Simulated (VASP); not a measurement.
A run of VASP 6.6.1:

The input INCAR:

```
SYSTEM = SiC
PREC = Accurate ; ENCUT = 600
EDIFF = 1E-6 ; ISMEAR = -1
SIGMA = 0.05 ; LREAL = .FALSE.
LASPH = .TRUE. ; NELM = 60
ALGO = Normal ; ISIF = 3
LWAVE = .FALSE. ; LCHARG = .FALSE.
GGA = RE ; IBRION = 2
NSW = 60 ; EDIFFG = -0.01
```

The input KPOINTS:

```
regular mesh
0
G
  10 10 10
  0 0 0
```

File POSCAR:

```
SiC
1.0
    0.0000000000      2.1790000000      2.1790000000
    2.1790000000      0.0000000000      2.1790000000
    2.1790000000      2.1790000000      0.0000000000
Si C
1 1
Direct
    0.0000000000      0.0000000000      0.0000000000
    0.7500000000      0.7500000000      0.7500000000
```

Potentials or basis: VASP PAW PBE potentials, release 64 (Si, C).

Launch:

```sh
$ cat potpaw_PBE.64/Si/POTCAR potpaw_PBE.64/C/POTCAR > POTCAR
$ mpirun -np 1 vasp_std > vasp.out
```

Hardware: 1 thread of Intel(R) Xeon(R) 6975P-C (Granite Rapids) (shared host).

Q: Estimate the wall time of this run.

A: It took 11 s on 1 thread of Intel(R) Xeon(R) 6975P-C (Granite Rapids) (shared host), peak memory 0.15 GiB. Counts: scf iterations 24, k points 47, ion steps 3.
